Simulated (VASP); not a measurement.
# Ca (Immm) in VASP: notebook

One crystal, Ca, is run at these levels: PBE; tasks: single point.

All numbers are computed with VASP 6.6.1; they aren't measurements. Logs are shortened: lines on timing, memory, paths and dates and some standing lists are left out, and cuts for length are marked.

### Step 1. The crystal as given

It takes space group Immm (No. 71, orthorhombic). Conventional cell: a = 4.193 Å, b = 4.203 Å, c = 4.891 Å, α = 90.00°, β = 90.00°, γ = 90.00°. Ca (site symmetry mmm) is surrounded by 12 Ca at 3.85 to 4.20 Å.

This isn't the form of Ca at room conditions, which is fcc.

### Step 2. Single point, PBE

Input file INCAR:

```
PREC     = Accurate       # precision mode
ENCUT    = 300            # plane-wave cutoff, eV
EDIFF    = 1E-6           # SCF threshold, eV
ISMEAR   = 1              # smearing method
SIGMA    = 0.1            # smearing width, eV
LREAL    = False          # projectors in reciprocal space
LASPH    = True           # aspherical terms in the spheres
NELM     = 100            # most SCF steps
ALGO     = Normal         # electronic algorithm
ISIF     = 2              # what is computed and relaxed
LWAVE    = False          # write WAVECAR
LCHARG   = False          # write CHGCAR
GGA      = PE             # functional
ADDGRID  = False
```

Input file KPOINTS:

```
Automatic mesh
0
Gamma
  12 12 12
```

Input file POSCAR:

```
Ca
1.0
   -2.0964874600      2.1017318100      2.4453524600
    2.0964874600     -2.1017318100      2.4453524600
    2.0964874600      2.1017318100     -2.4453524600
Ca
1
Direct
    0.5000000000      0.5000000000      0.0000000000
```

Potentials or basis: VASP PAW PBE potentials, release 64 (Ca_pv).

Command:

```
$ cat potpaw_PBE.64/Ca_pv/POTCAR > POTCAR
$ mpirun -np 1 vasp_std > vasp.out
```

OUTCAR:

```text
PREC = Accurate
   ENCUT = 300
   EDIFF = 1E-6
   ISMEAR = 1
   LREAL = False
   LASPH = True
   NELM = 100
   ISIF = 2
   GGA = PE

 Found    280 irreducible k-points:

 Following reciprocal coordinates:
            Coordinates               Weight
  0.000000  0.000000  0.000000      1.000000
  0.083333  0.000000 -0.000000      4.000000
  0.166667  0.000000  0.000000      4.000000
  0.250000 -0.000000  0.000000      4.000000
  0.333333  0.000000  0.000000      4.000000
  0.416667  0.000000  0.000000      4.000000
   k-points           NKPTS =    280   k-points in BZ     NKDIM =    280   number of bands    NBANDS=      8
   number of dos      NEDOS =    301   number of ions     NIONS =      1
   total plane-waves  NPLWV =  13824
   dimension x,y,z NGX =    24 NGY =   24 NGZ =   24
   dimension x,y,z NGXF=    48 NGYF=   48 NGZF=   48
   ions per type =               1
   NGX,Y,Z   is equivalent  to a cutoff of  10.37, 10.37, 10.37 a.u.
   NGXF,Y,Z  is equivalent  to a cutoff of  20.75, 20.75, 20.75 a.u.
 SYSTEM =  unknown system
   PREC   = accura    normal or accurate (medium, high low for compatibility)
   ISTART =      0    job   : 0-new  1-cont  2-samecut
   ICHARG =      2    charge: 1-file 2-atom 10-const
   ISPIN  =      1    spin polarized calculation?
   LNONCOLLINEAR =      F non collinear calculations
   LSORBIT =      F    spin-orbit coupling
   LASPH  =      T    aspherical Exc in radial PAW
   ENCUT  =  300.0 eV  22.05 Ry    4.70 a.u.   5.43  5.43  5.43*2*pi/ulx,y,z
   NELM   =    100;   NELMIN=  2; NELMDL= -5     # of ELM steps
   EDIFF  = 0.1E-05   stopping-criterion for ELM
   LREAL  =      F    real-space projection
[... 7 lines left out ...]
   TEBEG  =    0.0;   TEEND  =   0.0 temperature during run
   PSTRESS=    0.0 pullay stress
   NELECT =       8.0000    total number of electrons
   NUPDOWN=      -1.0000    fix difference up-down
   EMIN   =  10.00;   EMAX   =-10.00  energy-range for DOS
   EFERMI =   0.00;   METHOD = LEGACY
   ISMEAR =     1;   SIGMA  =   0.10  broadening in eV -4-tet -1-fermi 0-gaus
   EFERMI_NEDOS =   21; number of points for ismear=-14 and -15
   IALGO  =     38    algorithm
   IMIX   =      4    mixing-type and parameters
     AMIX     =   0.40;   BMIX     =  1.00
     AMIX_MAG =   1.60;   BMIX_MAG =  1.00
  volume/ion in A,a.u.               =      43.10       290.85
  Fermi-wavevector in a.u.,A,eV,Ry     =   0.933859  1.764737 11.865532  0.872092
  Thomas-Fermi vector in A             =   2.060604
   LORBIT       =      0    0 simple, 1 ext, 2 COOP (PROOUT), +10 PAW based schemes
   GGA     = PE    functional components
   LHFCALC =     F    Hartree Fock is set to
   AEXX    =    0.0000 exact exchange contribution
   IVDW    =     0    specifies the selected vdW correction
   LEPSILON=     F    determine dielectric tensor
   LRPA    =     F    only Hartree local field effects (RPA)
 non-spin polarized calculation
 Methfessel and Paxton  Order N= 1 SIGMA  =   0.10
  energy-cutoff  :      300.00
  volume of cell :       43.10
 maximum number of plane-waves:       522
 NGX is ok and might be reduce to    24

 number of electron       8.0000003 magnetization

 Free energy of the ion-electron system (eV)
  ---------------------------------------------------
  ext. energy  EPLUGINS =         0.00000000
  ---------------------------------------------------
  free energy    TOTEN  =        -1.90676326 eV

  energy without entropy =       -1.90531485  energy(sigma->0) =       -1.90628046

 E-fermi :   2.1398     XC(G=0):  -7.6336

 val. band max:        2.1320559440   @ k =   0.3333   0.3333   0.0000
 cond. band min:       2.1471328645   @ k =   0.5000  -0.4167   0.3333
 fundamental gap:      0.0150769205
 Fermi energy:         2.1397508503

 k-point     1 :       0.0000    0.0000    0.0000
  band No.  band energies     occupation
      1     -20.8660      2.00000
      2     -20.8654      2.00000
      3     -20.8517      2.00000
      4      -1.8717      2.00000
      5       4.2954      0.00000
      6       4.3087      0.00000
      7       4.8895      0.00000
      8       5.0095      0.00000

 k-point     2 :       0.0833    0.0000   -0.0000
  band No.  band energies     occupation
      1     -20.8715      2.00000
      2     -20.8684      2.00000
      3     -20.8546      2.00000
      4      -1.7535      2.00000
      5       4.2450      0.00000
      6       4.3324      0.00000
      7       4.8870      0.00000
      8       4.9688      0.00000

 k-point     3 :       0.1667    0.0000    0.0000
  band No.  band energies     occupation
      1     -20.8936      2.00000
      2     -20.8748      2.00000
      3     -20.8571      2.00000
      4      -1.4066      2.00000
      5       4.0129     -0.00000
      6       4.3078      0.00000
      7       4.9484      0.00000
      8       4.9941      0.00000

 k-point     4 :       0.2500   -0.0000    0.0000
  band No.  band energies     occupation
      1     -20.9258      2.00000
      2     -20.8835      2.00000
      3     -20.8581      2.00000
      4      -0.8550      2.00000
      5       3.5799     -0.00000
      6       4.1622      0.00000
      7       4.9917      0.00000
      8       5.3169      0.00000

 k-point     5 :       0.3333    0.0000    0.0000
  band No.  band energies     occupation
      1     -20.9581      2.00000
      2     -20.8922      2.00000
      3     -20.8587      2.00000
      4      -0.1437      2.00000
      5       3.0409     -0.00000
      6       3.9904     -0.00000
      7       4.9881      0.00000
      8       5.6677      0.00000

 k-point     6 :       0.4167    0.0000    0.0000
  band No.  band energies     occupation
      1     -20.9816      2.00000
      2     -20.8986      2.00000
      3     -20.8591      2.00000
      4       0.6428      2.00000
      5       2.4363     -0.00023
      6       3.8653     -0.00000
      7       4.9346      0.00000
      8       5.7971      0.00000

 [... further k-points ...]
[... 5 lines left out ...]
  --------------------------------------------------------------------------------------
  -------------------------------------------------------------------------------------
  Total       -0.1455245     -0.1510483     -0.0347652      0.0000000      0.0000000      0.0000000
  in kB       -5.4097297     -5.6150720     -1.2923634      0.0000000      0.0000000      0.0000000
  external PRESSURE =      -4.1057217 kB  Pullay stress =       0.0000000 kB

 VOLUME and BASIS-vectors are now :
 -----------------------------------------------------------------------------
  energy-cutoff  :      300.00
  volume of cell :       43.10
      direct lattice vectors                 reciprocal lattice vectors
    -2.096487460  2.101731810  2.445352460     0.000000000  0.237899050  0.204469502
     2.096487460 -2.101731810  2.445352460     0.238494153  0.000000000  0.204469502
     2.096487460  2.101731810 -2.445352460     0.238494153  0.237899050  0.000000000

 POSITION                                       TOTAL-FORCE (eV/Angst)
 -----------------------------------------------------------------------------------
      0.00000      0.00000      2.44535         0.000000      0.000000      0.000000
 -----------------------------------------------------------------------------------
    total drift:                               -0.000000      0.000000      0.000000

  FREE ENERGIE OF THE ION-ELECTRON SYSTEM (eV)
  ---------------------------------------------------
  free  energy   TOTEN  =        -1.9067632586 eV

  energy  without entropy=       -1.9053148497  energy(sigma->0) =       -1.90628046
```

stdout:

```text
POSCAR found type information on POSCAR Ca
 POSCAR found :  1 types and       1 ions
 scaLAPACK will be used
 LDA part: xc-table for (Slater+PW92), standard interpolation
 POSCAR, INCAR and KPOINTS ok, starting setup
 FFT: planning ... GRIDC
 FFT: planning ... GRID_SOFT
 FFT: planning ... GRID
 WAVECAR not read
 entering main loop
```

Wall time 16 s (1 thread of Intel Xeon Platinum 8488C (Sapphire Rapids), shared host); peak memory 0.16 GiB.

These settings aren't checked as converged: the numbers below hold their error.

Results:

| Property | Result |
| --- | --- |
| Free energy | -1.9068 eV |
| Pressure | -0.4 GPa |
| Band gap on the k mesh | none (metal or under the smearing width) |

### Step 3. Single point, PBE

This run uses another cell than the first one, of the same volume but with other edges.

INCAR is that of step 2.

KPOINTS is that of step 2.

Input file POSCAR:

```
Ca
1.0
   -2.1296130000      2.1366080000      2.5183870000
    2.0452440000     -2.1127450000      2.4255450000
    2.0940060000      2.0772270000     -2.4978770000
Ca
1
Direct
    0.5036690000      0.4760610000     -0.0172770000
```

Potentials or basis: VASP PAW PBE potentials, release 64 (Ca_pv).

Command:

```
$ cat potpaw_PBE.64/Ca_pv/POTCAR > POTCAR
$ mpirun -np 1 vasp_std > vasp.out
```

It took 44 s on 1 thread of Intel Xeon Platinum 8488C (Sapphire Rapids), shared host; peak memory 0.25 GiB.

The run converged, but some of its settings lie outside the range that counts as converged, so its numbers aren't taken as properties of the crystal.

Results:

```
Free energy            : -1.9057 eV
Pressure               : -0.4 GPa
Band gap on the k mesh : none (metal or under the smearing width)
```
